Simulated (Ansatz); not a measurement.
Molecular dynamics on a 2×2×2 supercell (24 atoms) of SnO2 (fluorite), relaxed with r2SCAN. Forces come from r2SCAN in Ansatz: Langevin thermostat and barostat (NPT), 1300 K, steps of 3 fs. Classical nuclei, no spin polarisation; a few dozen steps show the first response, not equilibrium. The structure comes from a prototype and may be hypothetical.

```yaml
crystal:
  lattice:
    - [0.0, 5.0669339408, 5.0669339408]
    - [5.0669339408, 0.0, 5.0669339408]
    - [5.0669339408, 5.0669339408, 0.0]
  atoms:
    - { symbol: Sn, position: [0.0, 0.0, 0.0] }
    - { symbol: O, position: [0.125, 0.125, 0.125] }
    - { symbol: O, position: [0.375, 0.375, 0.375] }
    - { symbol: Sn, position: [0.0, 0.0, 0.5] }
    - { symbol: O, position: [0.125, 0.125, 0.625] }
    - { symbol: O, position: [0.375, 0.375, 0.875] }
    - { symbol: Sn, position: [0.0, 0.5, 0.0] }
    - { symbol: O, position: [0.125, 0.625, 0.125] }
    - { symbol: O, position: [0.375, 0.875, 0.375] }
    - { symbol: Sn, position: [0.0, 0.5, 0.5] }
    - { symbol: O, position: [0.125, 0.625, 0.625] }
    - { symbol: O, position: [0.375, 0.875, 0.875] }
    - { symbol: Sn, position: [0.5, 0.0, 0.0] }
    - { symbol: O, position: [0.625, 0.125, 0.125] }
    - { symbol: O, position: [0.875, 0.375, 0.375] }
    - { symbol: Sn, position: [0.5, 0.0, 0.5] }
    - { symbol: O, position: [0.625, 0.125, 0.625] }
    - { symbol: O, position: [0.875, 0.375, 0.875] }
    - { symbol: Sn, position: [0.5, 0.5, 0.0] }
    - { symbol: O, position: [0.625, 0.625, 0.125] }
    - { symbol: O, position: [0.875, 0.875, 0.375] }
    - { symbol: Sn, position: [0.5, 0.5, 0.5] }
    - { symbol: O, position: [0.625, 0.625, 0.625] }
    - { symbol: O, position: [0.875, 0.875, 0.875] }
kpoints:
  mp_grid: { grid: [2, 2, 2] }
hamiltonian:
  xc: r2scan
scf:
  occupations: { method: fermi_dirac, width: 0.112 }
md:
  ensemble: npt_langevin
  temperature: 1300
  timestep: 3.0
  n_steps: 40
  initial_velocities: maxwell_boltzmann
  seed: 7153
```

Run as `ansatz run input.yaml --threads 4 --pin off --max-ram 3686MiB --backend cpu --events-out ev --progress --plain --runs-dir out`. It ended after 7.6 min on 4 threads of Arm Neoverse V2, with other jobs on the host; peak host memory 2.1 GiB.

```tsv
step	t (fs)	T (K)	free energy F from step 0 (meV/atom)	kinetic energy (meV/atom)	pressure (GPa)	volume (Å³/atom)	largest force (eV/Å)
0	0	1246	0.0	161.0	1.47	10.84	0.00
1	3	1187	5.4	153.4	1.59	10.85	0.80
2	6	1147	20.9	148.3	2.15	10.85	1.51
3	9	1042	42.3	134.7	2.94	10.86	2.10
4	12	872	61.3	112.8	3.63	10.88	2.37
5	15	768	72.2	99.3	4.16	10.89	2.52
6	18	842	73.5	108.9	4.65	10.90	2.53
7	21	1002	67.0	129.6	5.07	10.91	2.52
8	24	963	57.6	124.5	5.22	10.92	2.53
9	27	1003	48.9	129.7	5.59	10.92	2.82
10	30	1118	41.7	144.5	6.29	10.91	3.36
11	33	1096	35.6	141.7	6.98	10.91	3.79
12	36	1128	30.2	145.8	7.75	10.91	4.05
13	39	1154	25.6	149.2	8.56	10.91	4.24
14	42	1247	20.3	161.2	9.34	10.92	4.33
15	45	1220	14.0	157.6	9.78	10.92	4.13
16	48	1333	7.2	172.3	10.30	10.93	3.42
17	51	1495	1.6	193.2	10.87	10.94	3.19
18	54	1420	-0.6	183.5	11.05	10.94	3.61
19	57	1341	2.0	173.3	11.14	10.95	4.01
20	60	1307	9.1	168.9	11.36	10.96	4.24
21	63	1138	17.4	147.1	11.29	10.96	4.08
22	66	1169	27.1	151.1	11.32	10.97	3.63
23	69	1021	40.1	131.9	11.13	10.99	3.52
24	72	930	50.0	120.2	10.71	11.01	3.67
25	75	983	51.3	127.1	9.99	11.03	4.23
26	78	1040	47.3	134.4	9.14	11.06	3.91
27	81	1082	43.5	139.9	8.43	11.08	3.22
28	84	1125	43.1	145.4	7.94	11.11	3.26
29	87	1098	45.2	141.9	7.52	11.14	3.55
30	90	1026	44.9	132.6	6.92	11.17	3.80
31	93	1066	43.7	137.8	6.30	11.20	3.83
32	96	991	44.8	128.1	5.60	11.24	3.63
33	99	977	49.3	126.3	5.20	11.27	3.40
34	102	1053	54.1	136.2	4.93	11.30	3.76
35	105	1034	56.2	133.7	4.43	11.34	4.09
36	108	1103	53.7	142.6	3.84	11.37	4.81
37	111	990	47.2	128.0	2.76	11.40	4.80
```

The temperature starts at 1246 K, is lowest at step 5 (768 K, 15 fs) and ends at 990 K. The thermostat hasn't had time to restore it. The atoms start on their lattice sites with kinetic energy alone, so much of it first passes into potential energy. The job's limit cut the run after 37 of 40 steps.

Positions (Å) and forces (eV/Å) at step 37:
```
cell (Å): 0.000 5.153 5.153; 5.153 0.000 5.153; 5.153 5.153 0.000
Sn   0.333   0.169   0.249    -0.750  -1.674  -1.511
O    1.578   1.075   1.845    -2.302   1.204   0.139
O    3.311   3.202   3.389     1.257   0.111  -0.379
Sn   2.737   2.785   0.160    -0.794  -1.227   0.845
O    3.925   4.266   1.229     0.100  -0.142  -0.517
O    7.023   5.993   4.683     0.511   0.463  -1.040
Sn   2.718  -0.148   2.803    -2.778  -1.935   0.080
O    4.205   0.604   3.587     4.014   2.293   1.279
O    6.463   3.652   6.578     0.011  -0.002  -0.409
Sn   5.279   2.609   2.414    -0.656   0.513   1.770
O    6.184   3.593   4.026    -1.057   0.158  -0.551
O    9.263   6.786   6.078     2.055  -0.064   1.490
Sn  -0.180   2.460   2.608     3.590  -0.146   0.727
O    0.757   3.662   3.992     0.436   0.018  -0.556
O    4.522   6.952   5.921    -2.346   0.753   0.189
Sn   2.715   5.099   2.839    -0.981  -1.253   0.172
O    4.388   5.812   3.643     1.129   0.534  -1.051
O    6.544   8.798   6.278    -0.563   0.555   2.523
Sn   2.754   2.702   5.189    -2.639  -1.061  -1.187
O    3.738   4.266   6.198     1.062   0.063   0.347
O    7.182   6.069   9.800    -0.408   0.084  -1.112
Sn   5.380   5.176   5.472     1.046  -0.315  -1.150
O    6.498   6.213   7.132     0.473  -0.137   0.289
O    8.436   8.205   8.562    -0.411   1.208  -0.386
```
